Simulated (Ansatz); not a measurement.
Results of r²SCAN-D4 (plane waves, PAW; Ansatz, a program for electronic structure) for chalcopyrite CuInS2.

Settings: plane-wave cutoff 560 eV, 10×10×10 k mesh, Fermi–Dirac smearing 0.01 eV, no spin polarisation, scalar-relativistic PAW data made under PBE.

Shape and atoms are relaxed at each volume.

Pressure at four volumes; x = ln(V/20.966 Å³). One pressure is withheld.

```csv
V (Å³/atom),x,P (GPa)
20.128,-0.0408,3.42
20.966,0.0000,0.00
21.386,0.0198,-1.44
21.805,0.0392,?
```

Question: Pass a parabola P(x) through the three rows shown, estimate the bulk modulus and its pressure derivative near zero pressure, and predict the withheld pressure.

Answer: Slopes between the rows: (0.00 − (3.42))/(0.0000 − (-0.0408)) = -83.82 and (-1.44 − (0.00))/(0.0198 − (0.0000)) = -72.73 GPa. Their difference over the span 0.0606 is c = 11.09/0.0606 = 183.0 GPa, so P(x) = 3.42 + (-83.82)(x − (-0.0408)) + 183.0 (x − (-0.0408))(x − (0.0000)). At the middle row B = −dP/dx = −[-83.82 + 183.0 × 0.0408] = 76.4 GPa, and B′ = dB/dP = 2c/B = 4.8. At x = 0.0392 the parabola gives -2.71 GPa; the run gives -2.72 GPa. The Birch–Murnaghan fit to the energies at all volumes has B0 = 76.2 GPa and B′ = 4.8.

Note: the bulk modulus comes from volumes at which shape and atoms were relaxed.

Spin–orbit coupling is not included.
